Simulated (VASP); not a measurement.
# Sc (P6_3/mmc) in VASP: a series of runs

One crystal, Sc, is run at these levels: PBE+D4; tasks: relaxation of cell and atoms, electrostatic potential.

Program: VASP 6.6.1. These are calculated values, not measurements. Logs are shortened: lines on timing, memory, paths and dates and some standing lists are left out, and cuts for length are marked.

## 1. The structure

Symmetry: P6_3/mmc, No. 194, hexagonal system. Conventional cell: a = 3.270 Å, b = 3.270 Å, c = 5.090 Å, α = 90.00°, β = 90.00°, γ = 120.00°. Sc (site symmetry -6m2) has 12 Sc at 3.17 to 3.27 Å as nearest neighbours.

The cell was built by a generator and needn't be a form met in nature.

## 2. Relaxation of cell and atoms, PBE+D4

INCAR

```
  PREC = Accurate
  ENCUT = 600
  EDIFF = 1E-6
  ISMEAR = 1
  SIGMA = 0.1
  LREAL = F
  LASPH = T
  NELM = 120
  ALGO = Fast
  ISIF = 3
  LWAVE = F
  LCHARG = F
  GGA = PE
  IVDW = 13
  IBRION = 2
  NSW = 60
  EDIFFG = -0.005
```

KPOINTS

```
regular mesh
0
Gamma
  14 14 8
```

POSCAR

```
Sc
1.0
    3.2700000000      0.0000000000      0.0000000000
   -1.6350000000      2.8319030700      0.0000000000
    0.0000000000      0.0000000000      5.0900000000
Sc
2
Direct
    0.3333333300      0.6666666700      0.2500000000
    0.6666666700      0.3333333300      0.7500000000
```

Potentials or basis: VASP PAW PBE potentials, release 64 (Sc_sv).

Started as:

```console
cat potpaw_PBE.64/Sc_sv/POTCAR > POTCAR
mpirun -np 1 vasp_std > vasp.out
```

OUTCAR:

```text
PREC = Accurate
   ENCUT = 600
   EDIFF = 1E-6
   ISMEAR = 1
   LREAL = F
   LASPH = T
   NELM = 120
   ISIF = 3
   GGA = PE
   IVDW = 13
   IBRION = 2
   NSW = 60
   EDIFFG = -0.005

 ion  position               nearest neighbor table
   1  0.333  0.667  0.250-   2 3.17   2 3.17   2 3.17   2 3.17   2 3.17   2 3.17
   2  0.667  0.333  0.750-   1 3.17   1 3.17   1 3.17   1 3.17   1 3.17   1 3.17

  LATTYP: Found a hexagonal cell.
 ALAT       =     3.2700000000
 C/A-ratio  =     1.5565749235

  Lattice vectors:

 A1 = (   3.2700000000,   0.0000000000,   0.0000000000)
 A2 = (  -1.6350000000,   2.8319030700,   0.0000000000)
 A3 = (   0.0000000000,   0.0000000000,   5.0900000000)

Analysis of symmetry for initial positions (statically):
=====================================================================
 Subroutine PRICEL returns:
 Original cell was already a primitive cell.

 Routine SETGRP: Setting up the symmetry group for a
 hexagonal supercell.

 Subroutine GETGRP returns: Found 24 space group operations
 (whereof 12 operations were pure point group operations)
 out of a pool of 24 trial point group operations.

The static configuration has the point symmetry D_3d.
 The point group associated with its full space group is D_6h.

Analysis of symmetry for dynamics (positions and initial velocities):
=====================================================================
 Subroutine PRICEL returns:
 Original cell was already a primitive cell.

 Routine SETGRP: Setting up the symmetry group for a
 hexagonal supercell.

 Subroutine GETGRP returns: Found 24 space group operations
 (whereof 12 operations were pure point group operations)
 out of a pool of 24 trial point group operations.

The dynamic configuration has the point symmetry D_3d.
 The point group associated with its full space group is D_6h.

 Subroutine INISYM returns: Found 24 space group operations
 (whereof 12 operations are pure point group operations),
 and found     1 'primitive' translations

----------------------------------------------------------------------------------------

                                     Primitive cell

  volume of cell :      47.1350

  direct lattice vectors                    reciprocal lattice vectors
     3.270000000  0.000000000  0.000000000     0.305810398  0.176559715  0.000000000
    -1.635000000  2.831903070  0.000000000     0.000000000  0.353119431  0.000000000
     0.000000000  0.000000000  5.090000000     0.000000000  0.000000000  0.196463654

  length of vectors
     3.270000000  3.270000000  5.090000000     0.353119431  0.353119431  0.196463654

[... 87 lines left out ...]
   ISYM   =      2    0-nonsym 1-usesym 2-fastsym
   POTIM  = 0.5000    time-step for ionic-motion
   TEBEG  =    0.0;   TEEND  =   0.0 temperature during run
   PSTRESS=    0.0 pullay stress
   NELECT =      22.0000    total number of electrons
   NUPDOWN=      -1.0000    fix difference up-down
   EMIN   =  10.00;   EMAX   =-10.00  energy-range for DOS
   EFERMI =   0.00;   METHOD = LEGACY
   ISMEAR =     1;   SIGMA  =   0.10  broadening in eV -4-tet -1-fermi 0-gaus
   EFERMI_NEDOS =   21; number of points for ismear=-14 and -15
   IALGO  =     68    algorithm
   IMIX   =      4    mixing-type and parameters
     AMIX     =   0.40;   BMIX     =  1.00
     AMIX_MAG =   1.60;   BMIX_MAG =  1.00
  volume/ion in A,a.u.               =      23.57       159.04
  Fermi-wavevector in a.u.,A,eV,Ry     =   1.269895  2.399753 21.941202  1.612633
  Thomas-Fermi vector in A             =   2.402911
   LORBIT       =      0    0 simple, 1 ext, 2 COOP (PROOUT), +10 PAW based schemes
   GGA     = PE    functional components
   LHFCALC =     F    Hartree Fock is set to
   AEXX    =    0.0000 exact exchange contribution
   IVDW    =    13    specifies the selected vdW correction
   LEPSILON=     F    determine dielectric tensor
   LRPA    =     F    only Hartree local field effects (RPA)
 conjugate gradient relaxation of ions
 non-spin polarized calculation
 RMM-DIIS sequential band-by-band and
 Methfessel and Paxton  Order N= 1 SIGMA  =   0.10
  energy-cutoff  :      600.00
  volume of cell :       47.14
 maximum number of plane-waves:      1616
 NGX is ok and might be reduce to    28
   NGX = 13   NGY = 13   NGZ = 21

--------------------------------------- Ionic step        1  -------------------------------------------

 number of electron      21.9999999 magnetization

 Free energy of the ion-electron system (eV)
  ---------------------------------------------------
  ext. energy  EPLUGINS =         0.00000000
  ---------------------------------------------------
  free energy    TOTEN  =       -12.48101143 eV

  energy without entropy =      -12.48263965  energy(sigma->0) =      -12.48155417

------------------------ aborting loop because EDIFF is reached ----------------------------------------

  DFT-D4 for vdW energy calculation

  Edisp (eV):   -0.55648
[... 31 lines left out ...]
--------------------------------------- Ionic step        2  -------------------------------------------

 number of electron      21.9999997 magnetization

 E-fermi :   3.8516     XC(G=0):  -9.9909

 val. band max:        3.8502977774   @ k =   0.2143   0.0000   0.0000
 cond. band min:       3.8546604569   @ k =   0.3571   0.2857   0.5000
 fundamental gap:      0.0043626795
 Fermi energy:         3.8515935602

 k-point     1 :       0.0000    0.0000    0.0000
  band No.  band energies     occupation
      1     -45.4966      2.00000
      2     -45.4156      2.00000
      3     -24.3524      2.00000
      4     -23.9771      2.00000
      5     -23.9771      2.00000
      6     -23.9033      2.00000
      7     -23.9033      2.00000
      8     -23.8711      2.00000
      9      -1.3339      2.00000
     10       2.1794      2.00000
     11       4.5447     -0.00000
     12       5.4697     -0.00000
     13       5.4728     -0.00000
     14       5.7597     -0.00000
[... 654 lines left out ...]
--------------------------------------- Ionic step        8  -------------------------------------------

 number of electron      21.9999998 magnetization

 Free energy of the ion-electron system (eV)
  ---------------------------------------------------
  ext. energy  EPLUGINS =         0.00000000
  ---------------------------------------------------
  free energy    TOTEN  =       -12.48991870 eV

  energy without entropy =      -12.49130887  energy(sigma->0) =      -12.49038209

 E-fermi :   3.8685     XC(G=0): -10.0025

 val. band max:        3.8619186226   @ k =   0.2857   0.0714   0.3750
 cond. band min:       3.8712313291   @ k =   0.3571   0.2857   0.5000
 fundamental gap:      0.0093127065
 Fermi energy:         3.8684875860

 k-point     1 :       0.0000    0.0000    0.0000
  band No.  band energies     occupation
      1     -45.4723      2.00000
      2     -45.3899      2.00000
      3     -24.3314      2.00000
      4     -23.9521      2.00000
      5     -23.9521      2.00000
      6     -23.8771      2.00000
      7     -23.8771      2.00000
      8     -23.8442      2.00000
      9      -1.3217      2.00000
     10       2.1944      2.00000
     11       4.5784     -0.00000
     12       5.4890     -0.00000
     13       5.4890     -0.00000
     14       5.7878     -0.00000
[... 448 lines left out ...]
  FREE ENERGIE OF THE ION-ELECTRON SYSTEM (eV)
  ---------------------------------------------------
  free  energy   TOTEN  =       -13.0390901569 eV

  energy  without entropy=      -13.0404803321  energy(sigma->0) =      -13.03955355

 reached required accuracy - stopping structural energy minimisation
```

OSZICAR:

```text
N       E                     dE             d eps       ncg     rms          rms(c)
DAV:   1     0.408672805408E+03    0.40867E+03   -0.11913E+04  3600   0.175E+03
DAV:   2     0.129480540629E+02   -0.39572E+03   -0.38927E+03  5036   0.662E+02
DAV:   3    -0.132605129346E+02   -0.26209E+02   -0.25715E+02  6078   0.201E+02
[... 64 lines left out ...]
DAV:   1    -0.124900454666E+02   -0.53960E-03   -0.38155E-03  4854   0.984E-01    0.762E-02
RMM:   2    -0.124899220060E+02    0.12346E-03   -0.24035E-04  3818   0.244E-01    0.273E-02
RMM:   3    -0.124899200343E+02    0.19717E-05   -0.24609E-04  4126   0.160E-01    0.128E-02
RMM:   4    -0.124899187547E+02    0.12796E-05   -0.16637E-05  3472   0.608E-02    0.387E-03
RMM:   5    -0.124899186968E+02    0.57882E-07   -0.46504E-06  2698   0.286E-02
   8 F= -.13039090E+02 E0= -.13039554E+02  d E =0.717158E-06
```

CONTCAR:

```text
Sc
   1.00000000000000
     3.2887763922694777   -0.0000000000000000   -0.0000000000000000
    -1.6443881961347389    2.8481639026903154   -0.0000000000000000
     0.0000000000000000   -0.0000000000000000    5.1010785996186412
  Sc
     2
Direct
     0.3333333300000021    0.6666666699999979    0.2500000000000000
     0.6666666699999979    0.3333333300000021    0.7500000000000000

  0.00000000E+00  0.00000000E+00  0.00000000E+00
  0.00000000E+00  0.00000000E+00  0.00000000E+00
```

Run time: 3.1 min. Hardware: 1 thread of Intel Xeon 6975P-C (Granite Rapids), shared host; peak memory 0.25 GiB.

Results:

| Property | Result |
| --- | --- |
| Free energy | -13.0391 eV |
| Relaxed volume | 23.89 Å³/atom |
| Relaxed cell | a = 3.289 Å, b = 3.289 Å, c = 5.101 Å, α = 90.00°, β = 90.00°, γ = 120.00° |
| Space group after relaxing (to 0.05 Å) | P6_3/mmc (No. 194) |
| Energy gained by relaxing | 0.8 meV/atom |
| Ionic steps | 8 |
| Pressure after relaxing | 0.0 GPa |
| Band gap on the k mesh | none (metal or under the smearing width) |
| Dispersion energy per atom | -0.275 eV |

Step by step:
```
step  energy change (eV)  largest force (eV/Å)  pressure (GPa)  volume (Å³)
   1              0.0000                0.0000            0.78        47.14
   2             -0.0015                0.0000           -0.20        47.92
   3             -0.0016                0.0000           -0.02        47.77
   4             -0.0016                0.0000            0.02        47.76
   5             -0.0016                0.0000            0.02        47.75
   6             -0.0016                0.0000            0.03        47.73
   7             -0.0016                0.0000            0.03        47.74
   8             -0.0016                0.0000           -0.02        47.78
```

Final structure:
```
Sc
1.0
     3.28878    0.00000    0.00000
    -1.64439    2.84816    0.00000
     0.00000    0.00000    5.10108
Sc
2
Cartesian
  0.0000 1.8988 1.2753
  1.6444 0.9494 3.8258
```

Caveat: pairwise dispersion overbinds metals, which lowers pressure and volume.

## 3. Electrostatic potential, PBE+D4

This run uses another cell than the first one, of 23.89 Å³/atom, 1.014 times its volume.

INCAR

```
PREC = Accurate
ENCUT = 520
EDIFF = 1E-6
ISMEAR = 1
SIGMA = 0.1
LREAL = F
LASPH = T
NELM = 100
ALGO = Fast
ISIF = 2
LWAVE = F
LCHARG = T
GGA = PE
IVDW = 13
LVHAR = T
```

KPOINTS

```
Automatic mesh
0
Gamma
  14 14 8
```

POSCAR

```
Sc                                      
1.0
    3.2887763923     -0.0000000000     -0.0000000000
   -1.6443881961      2.8481639027     -0.0000000000
    0.0000000000     -0.0000000000      5.1010785996
  Sc            
     2
Direct
     0.3333333300000021    0.6666666699999979    0.2500000000000000
     0.6666666699999979    0.3333333300000021    0.7500000000000000
```

Potentials or basis: VASP PAW PBE potentials, release 64 (Sc_sv).

Started as:

```console
cat potpaw_PBE.64/Sc_sv/POTCAR > POTCAR
mpirun -np 1 vasp_std > vasp.out
```

OUTCAR:

```text
PREC = Accurate
   ENCUT = 520
   EDIFF = 1E-6
   ISMEAR = 1
   LREAL = F
   LASPH = T
   NELM = 100
   ISIF = 2
   GGA = PE
   IVDW = 13

 ion  position               nearest neighbor table
   1  0.333  0.667  0.250-   2 3.18   2 3.18   2 3.18   2 3.18   2 3.18   2 3.18
   2  0.667  0.333  0.750-   1 3.18   1 3.18   1 3.18   1 3.18   1 3.18   1 3.18

  LATTYP: Found a hexagonal cell.
 ALAT       =     3.2887763923
 C/A-ratio  =     1.5510566822

  Lattice vectors:

[... 624 lines left out ...]

  DFT-D4 for vdW energy calculation

  Edisp (eV):   -0.54917

  FORCE on cell =-STRESS in cart. coord.  units (eV):
  Direction    XX          YY          ZZ          XY          YZ          ZX
  --------------------------------------------------------------------------------------
  -------------------------------------------------------------------------------------
  Total      -0.02178    -0.02178    -0.01348    -0.00000     0.00000     0.00000
  in kB      -0.73044    -0.73044    -0.45197    -0.00000     0.00000     0.00000
  external pressure =       -0.64 kB  Pullay stress =        0.00 kB

 VOLUME and BASIS-vectors are now :
 -----------------------------------------------------------------------------
  energy-cutoff  :      520.00
  volume of cell :       47.78
      direct lattice vectors                 reciprocal lattice vectors
     3.288776392  0.000000000  0.000000000     0.304064455  0.175551695  0.000000000
    -1.644388196  2.848163903  0.000000000     0.000000000  0.351103389  0.000000000
     0.000000000  0.000000000  5.101078600     0.000000000  0.000000000  0.196036971

 POSITION                                       TOTAL-FORCE (eV/Angst)
 -----------------------------------------------------------------------------------
     -0.00000      1.89878      1.27527        -0.000000      0.000000      0.000000
      1.64439      0.94939      3.82581         0.000000     -0.000000      0.000000
 -----------------------------------------------------------------------------------
    total drift:                               -0.000006      0.000003     -0.000000

  FREE ENERGIE OF THE ION-ELECTRON SYSTEM (eV)
  ---------------------------------------------------
  free  energy   TOTEN  =       -13.0387547571 eV

  energy  without entropy=      -13.0401451734  energy(sigma->0) =      -13.03921823
```

It took 31 s on 1 thread of Intel Xeon 6975P-C (Granite Rapids), shared host; peak memory 0.2 GiB.

What came out:

```
Free energy                : -13.0388 eV
Pressure                   : -0.1 GPa
Band gap on the k mesh     : none (metal or under the smearing width)
Dispersion energy per atom : -0.275 eV
```

Levels at points of the mesh, in eV from the Fermi level:
| k point | band 8 | band 9 | band 10 | band 11 | band 12 | band 13 | band 14 | band 15 |
| --- | --- | --- | --- | --- | --- | --- | --- | --- |
| (0.00, 0.00, 0.00) | -27.71 | -5.19 | -1.67 | 0.71 | 1.62 | 1.62 | 1.93 | 2.10 |
| (0.50, 0.00, 0.00) | -27.79 | -1.64 | -1.10 | -0.71 | -0.35 | 1.35 | 1.35 | 1.94 |
| (0.00, 0.00, 0.50) | -27.78 | -3.60 | -3.60 | 1.01 | 1.01 | 1.53 | 1.53 | 1.53 |
| (0.50, 0.00, 0.50) | -27.83 | -1.52 | -1.52 | 0.07 | 0.07 | 1.33 | 1.33 | 2.43 |

Caveat: pairwise dispersion overbinds metals, which lowers pressure and volume.
